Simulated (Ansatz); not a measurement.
# 1T-CoBrI monolayer in a perpendicular field

Aim: how the 1T-CoBrI monolayer screens a field along its normal, and what the field does to its bands. A positive field points along +c.

Calculated with Ansatz 0.2.0; plane-wave DFT, PBE-D3(BJ), Ansatz PAW (set soft_1); PAW set soft_1.

## (1) The starting structure

The cell holds 3 atoms: 1 I, 1 Co and 1 Br. Cell: a = 3.680 Å, b = 3.680 Å, c = 36.363 Å, α = 90.0°, β = 90.0°, γ = 120.0°. Vacuum lies along c.

## (2) Relaxing the slab

The starting cell is a guess, so the in-plane lattice and the atoms are relaxed first, with the slab cut off from its images along the normal.

Contents of input.yaml:

```yaml
crystal:
  lattice:
    - [3.680201, 0.0, 0.0]
    - [-1.8401005, 3.187147557, 0.0]
    - [0.0, 0.0, 36.3626390714]
  atoms:
    - { symbol: I, position: [0.6666666667, 0.3333333333, 0.4633877087] }
    - { symbol: Co, position: [0.0, 0.0, 0.5049295303], spin: 3.0 }
    - { symbol: Br, position: [0.3333333333, 0.6666666667, 0.5366122913] }
  periodic: [true, true, false]
magnetization:
  spin_polarized: true
kpoints:
  mp_grid: { grid: [12, 12, 1] }
hamiltonian:
  xc: pbe
  dispersion: d3bj
  pseudopotentials: { kind: paw, azcp: { folder: soft_1 } }
scf:
  occupations: { method: fermi_dirac, width: 0.05 }
  convergence: { dr2_threshold: 1.0e-09 }
relax:
  f_tol: 0.004
  max_steps: 90
  cell: {}
output:
  write_potential: true
  write_density: true
  volumetric_format: npy
```

Launch:

```console
$ ansatz run input.yaml --threads 4 --pin off --max-ram 6144MiB --backend cpu --events-out ev --progress --plain --runs-dir out
```

Numbers of over 12 decimals in the logs are rounded to 6 here.

Log:

```text
Warning: relax.cell: scf.convergence.dr2_threshold = 1e-9 eV is looser than the 1.87099573969e-10 eV advised for a relaxation that steers and ends on the stress (1e-10 eV for each atom of the cell: 3, times the square of relax.cell.stress_2d_tol = 0.05 N/m over 12.7 Å (the atoms' height at the walk's start and 5 Å past either face), 3.949e-2 GPa, over a crystal's default 0.05). What an SCF threshold leaves in a stress goes as its square root, and in the free energy as the threshold itself, and one threshold admits the most on a small cell: [figures from the program's tests cut] Set scf.convergence.dr2_threshold to 1.87099573969e-10 eV or tighter. [rest of the remark cut]
Engine: ansatz 0.2.0, aarch64-unknown-linux-gnu
Pseudopotentials: kind: paw
Pseudopotential: I, paw, valence charge 17, recommended cutoff 420 eV (normal), soft_1/I.paw.azcp
Pseudopotential: Co, paw, valence charge 17, recommended cutoff 420 eV (normal), soft_1/Co.paw.azcp
Pseudopotential: Br, paw, valence charge 7, recommended cutoff 420 eV (normal), soft_1/Br.paw.azcp
Functional definition: PBE
  parameter kappa = 0.804
  parameter beta = 0.066725
  exchange = pbe_x(kappa = kappa, mu = beta*pi^2/3)
  correlation = pbe_c(beta = beta)
Crystal: 3 atoms, lattice volume = 426.510 Å³
Basis set: ecut = 420 eV, 8305 PW (Γ), exchange–correlation on 50×50×500 points (8 copies of the dense FFT grid, shifted against one another)
Bands: 27, of which v1, the nominal top of the filled ones, is band 21 counted from 1 (20 counted from 0)
Symmetry: 6 space group operations
Space group: P3m1 (ITA 156), of the structure as read, at distance tolerance 7.5e-5 Å
Magnetic group: BNS 156.49 (UNI 1279), of the structure as read, at distance tolerance 7.5e-5 Å
k-points: 19 of 144 (time reversal used)
Non-local potential: I, projectors of the file, l = 0: 2, l = 1: 2, l = 2: 2, l = 3: 1
Non-local potential: Co, projectors of the file, l = 0: 3, l = 1: 2, l = 2: 3, l = 3: 1
Non-local potential: Br, projectors of the file, l = 0: 2, l = 1: 2, l = 2: 2
PAW form: soft (Blöchl's): semilocal exchange-correlation on the pseudo side does not see the compensation charge
PAW one-centre angular grid: I, 590 points (default); XC on 64 Gauss nodes
PAW one-centre angular grid: Co, 590 points (default); XC on 64 Gauss nodes
PAW one-centre angular grid: Br, 110 points (default); XC on 64 Gauss nodes
Initial density: superposition of atomic densities (neutral atoms: chi_scale 0, normalization atom)
Starting moments: Σ|m| = 3 μB on 1 of 3 sites
Initial wavefunctions: pseudopotential atomic-orbital guess
Functional: x = pbe(κ = 0.804, μ = 0.219515), c = pbe(β = 0.066725)
iter 1 solved again at ethr=1.28e-3 eV; its pass at ethr=3.10e-3 eV (dr2=5.24e-1 eV) is discarded
SCF iter   1: F=—  HF=-15421.642834 eV  |F-HF|=—  |Δ(HF+E_count)|=         —  Δρ=1.17e-2 (↑4.90e-3 ↓1.17e-2)  dr2=5.30e-1  dr2_m=1.50e-1  M=2.972 μB ∫|m|=2.978 μB  β_m=0.30  ethr=1.28e-3  ⟨swp⟩=1.5  Hψ=10710  notcnv=0
Mixer restart at iter 1: flushing history
preconditioner: auto → LDOS  [metal: Δε(μ)=0.037 eV  Ē_g=10.113 eV  σ=0.050 eV  W_gap=0.18  n_scr=20 (ndim 8)  ℏωp=8.6 eV  f_vac=0.813  D(μ)=5.61/eV (n_scr^D=16)]
spin=Collinear: LDOS preconditioning applied to the charge; magnetization (m = ρ↑ − ρ↓) channel mixes plain (no charge-response kernel on spin).
SCF iter   2: F=—  HF=-15422.137712 eV  |F-HF|=—  |Δ(HF+E_count)|=   4.95e-1  Δρ=9.06e-3 (↑3.74e-3 ↓9.06e-3)  dr2=1.83e-1  dr2_m=1.21e-1  M=2.918 μB ∫|m|=2.926 μB  β_m=0.65  ethr=1.28e-3  ⟨swp⟩=4.7  Hψ=2318  notcnv=0  defer=21
SCF iter   3: F=—  HF=-15423.141008 eV  |F-HF|=—  |Δ(HF+E_count)|=         —  Δρ=2.49e-2 (↑2.05e-2 ↓2.49e-2)  dr2=3.10e-1  dr2_m=1.98e0  M=1.574 μB ∫|m|=1.691 μB  β_m=0.65  ethr=4.47e-4  ⟨swp⟩=5.2  Hψ=2816  notcnv=0  defer=53
Mixer restart at iter 3: flushing history
SCF iter   4: F=—  HF=-15423.243493 eV  |F-HF|=—  |Δ(HF+E_count)|=   1.02e-1  Δρ=1.98e-2 (↑1.65e-2 ↓1.98e-2)  dr2=1.21e-1  dr2_m=1.27e0  M=1.072 μB ∫|m|=1.223 μB  β_m=0.37  ethr=4.47e-4  ⟨swp⟩=3.7  Hψ=2183  notcnv=0  defer=50
SCF iter   5: F=—  HF=-15423.282034 eV  |F-HF|=—  |Δ(HF+E_count)|=   3.85e-2  Δρ=2.47e-3 (↑1.23e-3 ↓2.47e-3)  dr2=5.13e-2  dr2_m=4.51e-3  M=1.000 μB ∫|m|=1.079 μB  β_m=0.56  ethr=2.96e-4  ⟨swp⟩=4.3  Hψ=2459  notcnv=0  defer=49
SCF iter   6: F=—  HF=-15423.268002 eV  |F-HF|=—  |Δ(HF+E_count)|=   1.40e-2  Δρ=3.98e-3 (↑3.63e-3 ↓3.98e-3)  dr2=6.02e-3  dr2_m=5.46e-2  M=1.000 μB ∫|m|=1.070 μB  β_m=0.50  ethr=1.25e-4  ⟨swp⟩=4.1  Hψ=2557  notcnv=0  defer=49
SCF iter   7: F=—  HF=-15423.266785 eV  |F-HF|=—  |Δ(HF+E_count)|=   1.22e-3  Δρ=5.43e-4 (↑5.33e-4 ↓5.43e-4)  dr2=8.61e-4  dr2_m=1.09e-3  M=1.000 μB ∫|m|=1.083 μB  β_m=0.66  ethr=1.47e-5  ⟨swp⟩=3.2  Hψ=2149  notcnv=0  defer=46
SCF iter   8: F=—  HF=-15423.267120 eV  |F-HF|=—  |Δ(HF+E_count)|=   3.35e-4  Δρ=1.18e-4 (↑5.41e-5 ↓1.18e-4)  dr2=1.09e-4  dr2_m=2.14e-5  M=1.000 μB ∫|m|=1.077 μB  β_m=0.61  ethr=2.10e-6  ⟨swp⟩=3.4  Hψ=2194  notcnv=0  defer=43
SCF iter   9: F=—  HF=-15423.267115 eV  |F-HF|=—  |Δ(HF+E_count)|=   4.78e-6  Δρ=1.05e-4 (↑9.41e-5 ↓1.05e-4)  dr2=4.72e-6  dr2_m=3.65e-5  M=1.000 μB ∫|m|=1.076 μB  β_m=0.81  ethr=2.65e-7  ⟨swp⟩=3.1  Hψ=1929  notcnv=0  defer=42
SCF iter  10: F=—  HF=-15423.267122 eV  |F-HF|=—  |Δ(HF+E_count)|=   6.79e-6  Δρ=2.62e-5 (↑2.62e-5 ↓1.56e-5)  dr2=1.34e-6  dr2_m=1.55e-6  M=1.000 μB ∫|m|=1.076 μB  β_m=0.78  ethr=1.15e-8  ⟨swp⟩=3.3  Hψ=2174  notcnv=0  defer=42
SCF iter  11: F=—  HF=-15423.267122 eV  |F-HF|=—  |Δ(HF+E_count)|=   9.20e-8  Δρ=5.25e-6 (↑5.25e-6 ↓4.80e-6)  dr2=6.43e-8  dr2_m=9.28e-8  M=1.000 μB ∫|m|=1.076 μB  β_m=0.77  ethr=3.27e-9  ⟨swp⟩=3.0  Hψ=1950  notcnv=0  defer=42
SCF iter  12: F=—  HF=-15423.267122 eV  |F-HF|=—  |Δ(HF+E_count)|=   2.01e-7  Δρ=9.12e-7 (↑9.12e-7 ↓3.39e-7)  dr2=4.51e-9  dr2_m=6.43e-10  M=1.000 μB ∫|m|=1.076 μB  β_m=0.79  ethr=1.57e-10  ⟨swp⟩=3.1  Hψ=1837  notcnv=0  defer=42
SCF iter  13: F=-15423.267122 eV  HF=-15423.267122 eV  |F-HF|=3.30e-9  |Δ(HF+E_count)|=   2.78e-8  Δρ=2.10e-7 (↑1.49e-7 ↓2.10e-7)  dr2=5.07e-10  dr2_m=1.06e-11  M=1.000 μB ∫|m|=1.076 μB  ethr=2.44e-12  ⟨swp⟩=9.1  Hψ=7825  notcnv=0
SCF 1 converged in 13 iterations: F = -15423.267122 eV  dr2 = 5.07e-10
  greatest PAW one-centre occupation: 1.002 electrons in one spin orbital (limit 2), on the Co atom at site 1 (counted from 0), in its partial waves of l = 1
[...]
eigensolver tolerance schedule: the retry pair's looser diagonalisation over-reported the residual by 471.32 of it (diagonalisation noise at 0.32 of the residual, at the tolerance the schedule requests for it); recorded, not acted on — ethr = c·dr2/N_el stays at c = 1.0e-1
preconditioner: auto → LDOS  [metal: Δε(μ)=0.052 eV  Ē_g=9.282 eV  σ=0.050 eV  W_gap=0.25  n_scr=18 (ndim 8)  ℏωp=8.5 eV  f_vac=0.812  D(μ)=2.96/eV (n_scr^D=12)]
spin=Collinear: LDOS preconditioning applied to the charge; magnetization (m = ρ↑ − ρ↓) channel mixes plain (no charge-response kernel on spin).
SCF iter   2: F=—  HF=-15423.375579 eV  |F-HF|=—  |Δ(HF+E_count)|=   1.63e-3  Δρ=1.58e-5 (↑1.58e-5 ↓1.44e-5)  dr2=1.32e-6  dr2_m=7.80e-9  M=1.002 μB ∫|m|=1.097 μB  β_m=0.50  ethr=3.35e-9  ⟨swp⟩=4.0  Hψ=2832  notcnv=0
SCF iter   3: F=—  HF=-15423.375818 eV  |F-HF|=—  |Δ(HF+E_count)|=   2.39e-4  Δρ=7.95e-6 (↑7.95e-6 ↓7.49e-6)  dr2=2.69e-7  dr2_m=2.29e-9  M=1.002 μB ∫|m|=1.097 μB  β_m=0.66  ethr=3.23e-9  ⟨swp⟩=2.1  Hψ=1336  notcnv=0
SCF iter   4: F=—  HF=-15423.376031 eV  |F-HF|=—  |Δ(HF+E_count)|=   2.13e-4  Δρ=6.69e-7 (↑6.69e-7 ↓5.56e-7)  dr2=5.39e-9  dr2_m=9.22e-11  M=1.002 μB ∫|m|=1.097 μB  β_m=0.66  ethr=6.55e-10  ⟨swp⟩=3.7  Hψ=2054  notcnv=0  defer=1
SCF iter   5: F=—  HF=-15423.376021 eV  |F-HF|=—  |Δ(HF+E_count)|=   9.76e-6  Δρ=6.84e-7 (↑6.84e-7 ↓5.46e-7)  dr2=3.25e-9  dr2_m=3.15e-11  M=1.002 μB ∫|m|=1.097 μB  β_m=0.54  ethr=1.31e-11  ⟨swp⟩=4.0  Hψ=2681  notcnv=0  defer=2
SCF iter   6: F=—  HF=-15423.376021 eV  |F-HF|=—  |Δ(HF+E_count)|=   3.24e-7  Δρ=4.04e-7 (↑4.04e-7 ↓2.83e-7)  dr2=1.17e-9  dr2_m=2.12e-11  M=1.002 μB ∫|m|=1.097 μB  β_m=0.28  ethr=7.94e-12  ⟨swp⟩=2.3  Hψ=1376  notcnv=0  defer=2
SCF iter   7: F=—  HF=-15423.376021 eV  |F-HF|=—  |Δ(HF+E_count)|=   3.12e-8  Δρ=9.00e-8 (↑9.00e-8 ↓5.13e-8)  dr2=7.48e-11  dr2_m=7.18e-12  M=1.002 μB ∫|m|=1.097 μB  β_m=0.44  ethr=2.85e-12  ⟨swp⟩=2.8  Hψ=1986  notcnv=0  defer=2
iter 8 met the thresholds in force, and the SCF goes on: an eigenvalue changes by 2.26 meV, over its tolerance of 0.05 meV (output.eigenvalues, Limitations)
SCF iter   8: F=-15423.376021 eV  HF=-15423.376021 eV  |F-HF|=9.37e-9  |Δ(HF+E_count)|=   3.90e-8  Δρ=5.10e-8 (↑2.97e-8 ↓5.10e-8)  dr2=7.86e-11  dr2_m=7.21e-13  M=1.002 μB ∫|m|=1.097 μB  β_m=0.46  ethr=1.00e-12  ⟨swp⟩=17.1  Hψ=7514  notcnv=0
iter 9 met the thresholds in force, and the SCF goes on: an eigenvalue changes by 1.33 meV, over its tolerance of 0.05 meV (output.eigenvalues, Limitations)
SCF iter   9: F=-15423.376021 eV  HF=-15423.376021 eV  |F-HF|=2.31e-8  |Δ(HF+E_count)|=   1.36e-8  Δρ=1.24e-8 (↑1.21e-8 ↓1.24e-8)  dr2=4.17e-12  dr2_m=6.08e-14  M=1.002 μB ∫|m|=1.097 μB  β_m=1.00  ethr=1.00e-12  ⟨swp⟩=8.7  Hψ=5519  notcnv=0
Mixer restart at iter 9: flushing history
iter 10 met the thresholds in force, and the SCF goes on: an eigenvalue changes by 0.07 meV, over its tolerance of 0.05 meV (output.eigenvalues, Limitations)
SCF iter  10: F=-15423.376021 eV  HF=-15423.376021 eV  |F-HF|=1.18e-10  |Δ(HF+E_count)|=   2.32e-8  Δρ=5.86e-8 (↑5.86e-8 ↓4.84e-8)  dr2=2.34e-10  dr2_m=1.63e-13  M=1.002 μB ∫|m|=1.097 μB  β_m=1.00  ethr=1.00e-12  ⟨swp⟩=9.4  Hψ=5924  notcnv=0  κ⁻¹=1.0e0(r=1)
SCF iter  11: F=-15423.376021 eV  HF=-15423.376021 eV  |F-HF|=7.28e-11  |Δ(HF+E_count)|=    0.00e0  Δρ=1.25e-8 (↑1.25e-8 ↓1.23e-8)  dr2=3.39e-12  dr2_m=2.19e-15  M=1.002 μB ∫|m|=1.097 μB  ethr=1.00e-12  ⟨swp⟩=7.3  Hψ=5285  notcnv=0
SCF 6 converged in 11 iterations: F = -15423.376021 eV  dr2 = 3.39e-12
relax step   6: F+E_penalty+E_count = -15423.37602136 eV  Δ(F+E_penalty+E_count) = -2.947e-4 eV  max|allowed force component| = 3.497e-4 eV/Å  Δτ_max = 0.0000 Å  P = -0.001 N/m  Ω = 433.858 Å³  fix = [c, alpha, beta]  reactions: c -0.000 N/m  stress off target by 1.01e-3 N/m on what of the cell is left free  SCF on the basis re-selected at this cell (its energy is not comparable with the rows above)  (11 SCF iters)
basis re-selected at this cell: Δ(F+E_penalty+E_count) = -2.947e-4 eV, ΔP = -0.003 N/m vs the last step (what re-selecting the basis moved, of the pressure what is left beyond the Pulay correction that the steps carried, after the strain that the cell walked since its last selection, with what the two solves' SCF thresholds leave and, on support functions, any second-order correction that the steps lacked; it is no m [...]
WARN: The output density's exchange-correlation potential varies sharply where the density is thin. Do not read a vacuum level from v_tot or v_xc, or from such a field of the output density. On a cell that repeats whose density bears no net charge and no dipole along the vacuum's axis use v_es (v_loc + v_h of the components); under efield.dipole_correction with no amplitude use v_es + v_field, which holds any externa [...]
SCF converged after 11 iterations
an eigenvalue changed by more than its tolerance at an iteration that met the thresholds in force, so the SCF went on 3 times, its first undamped step at iteration 9: the last check found none over its tolerance
Magnetization: 1.0015 μB (21.0008 up, 19.9992 down)
Absolute magnetization: 1.0955 μB (∫|ρ↑−ρ↓|, with the PAW one-centre terms)
Spin contamination: 0.0525 ħ² per cell (⟨S²⟩ above its minimum at these occupations)
Per-site moments (μB) at R_I (Å): [(-0.00820513, 1.072682), (0.936683, 1.042623), (0.026381, 1.042623)]
Free energy (F): -15423.376021 eV
Harris-Foulkes:  -15423.376021 eV  (|F-HF|=7.28e-11)
Internal energy: -15423.352144 eV  (E = F + TS)
E sigma→0 (E₀):  -15423.364083 eV
Entropy (-TS):   -0.023877 eV (-7.959 meV/atom)
Fermi energy:    -4.829302 eV
--- Per-component energies (eV) ---
  E_band       = -1301.738578
  E_kinetic    = 584.224934
  E_local      = -104983.970700  (includes V_loc(G=0)·N_el)
  E_nonlocal   = 609.089998
  E_hartree    = 51862.984034
  E_xc         = -395.309839
  E_vxc        = -336.405610  (∫ρ·V_xc dr)
  E_paw        = -8676.079479  (= ΣΔE_a)
  E_vpaw       = -900.643021  (= ΣTr[D̂ρ^β])
  E_aug_tail   = -0.002505  (compensation charges beyond the density's cutoff)
  E_ewald      = 45576.423228
  E_disp       = -0.711815  (pairwise vdW)
  E_smearing   = -0.023877  (= −TS)
  E_closure    = -0.000000  (closes the sum)
  Σ components = -15423.376021   (vs F -15423.376021, Δ=0.00e0)
--- Forces (eV/Å), atoms counted from 1 ---
  atom   1  I      0.00000000    -0.00000000     0.00034961
  atom   2  Co    -0.00000000    -0.00000000    -0.00002464
  atom   3  Br     0.00000000     0.00000000    -0.00032515
  max |Σ_I F_I| component: 1.78e-7 eV/Å
--- 2D stress c σ (N/m, compression-positive) ---
       -0.001007       0.000000       0.000000
        0.000000      -0.001007       0.000000
        0.000000       0.000000      -0.000000
  P = ½ c Tr σ = -0.0010 N/m
--- Band table (eV; the first three rows and the last of 38) ---
  k-point 0 ↑: bands = [... 17 lower, -6.2261, -6.2261, -5.8557, -4.2443, -4.2443, -1.4182, -0.5617, -0.1174, ... 2 higher]
  k-point 1 ↑: bands = [... 17 lower, -6.1595, -5.9841, -5.7219, -4.5432, -4.3183, -1.2142, -0.3929, 0.0356, ... 2 higher]
  k-point 2 ↑: bands = [... 17 lower, -6.1818, -5.7822, -5.6114, -5.0408, -4.4693, -0.7822, -0.0408, 0.2980, ... 2 higher]
  k-point 18 ↓: bands = [... 17 lower, -5.5387, -5.2805, -5.1901, -4.0291, -3.6485, -0.1702, 1.1522, 2.1825, ... 2 higher]
  the weakly bound empty levels are not read free of the cell's end (no_gap_told)
--- Relaxed structure (5 steps of the walk, 5 accepted, 1 SCFs on fresh bases) ---
  F+E_penalty+E_count = -15423.37602136 eV   max|allowed force component| = 3.497e-4 eV/Å   (the final SCF, on the basis selected at the relaxed cell)
  cell:  # Å, volume = 433.8581 Å³
    - [3.711768, 1.168218795233225e-18, 0]
    - [-1.855884, 3.214486, 0]
    - [0, 0, 36.3626390714]
  atoms:
    - { symbol: I, position: [0.666667, 0.333333, 0.462351] }
    - { symbol: Co, position: [-2.269350133429403e-18, 0, 0.502861] }
    - { symbol: Br, position: [0.333333, 0.666667, 0.539718] }
```

The job ended after 98 s (4 threads of Arm Neoverse V1, shared host; peak memory 0.94 GiB).

Relaxation path:

```tsv
step	energy less that of the first step (eV)	largest force component (eV/Å)	volume (Å³)
1	0.0000	1.1713	426.51
2	-0.0709	0.4644	421.69
3	-0.0976	0.3190	428.95
4	-0.1083	0.0582	434.27
5	-0.1086	0.0002	433.86
6*	-0.1089	0.0003	433.86
```

Relaxation steps marked * repeat the geometry before them on a plane-wave basis chosen anew for their cell, so energy and pressure can jump there.

Forces are held to the 6 operations that the run works with; a distortion that breaks them can't arise in this run.

```tsv
cell as run	before	after	change
a (Å)	3.680	3.712	+0.9 %
b (Å)	3.680	3.712	+0.9 %
```

The atoms that moved most (Å, along periodic axes as changes of fractional coordinates times the final cell, across vacuum about the mean position):

```tsv
atom	dx	dy	dz	length
Br3	0.000	0.000	0.113	0.113
Co2	0.000	0.000	-0.075	0.075
I1	0.000	0.000	-0.038	0.038
```

The relaxed structure:

```
I Co Br
1.0
     3.71177    0.00000    0.00000
    -1.85588    3.21449    0.00000
     0.00000    0.00000   36.36264
I Co Br
1 1 1
Direct
  0.66667 0.33333 0.46235
  0.00000 0.00000 0.50286
  0.33333 0.66667 0.53972
```

This step gave:

| Quantity | Value |
| --- | --- |
| energy at zero smearing | -15423.3641 eV |
| total moment | 1.002 μB |
| site moments | -0.008205, 0.9367, 0.02638 μB |

Site moment by atom:

```tsv
atom	site moment (μB)
I1	-0.008
Co2	0.937
Br3	0.026
```

The lattice constant a goes from 3.680 to 3.712 Å.

(Part 1 of 2 ends here.)

[Logs are printed without paths, hosts, clocks, repeated set-up lines and the standing remarks that a program may print on its own settings, such as how far it seeks lower states.]

[Hosts, paths, dates, database ids (printed as entryN), source tags and the programs' standing remarks are cut or masked in the printed files.]

[Maps of the electrostatic potential energy from Ansatz leave out the sawtooth potential of an applied field or a dipole correction, so their vacuum need not be flat; planar profiles and work functions include it.]
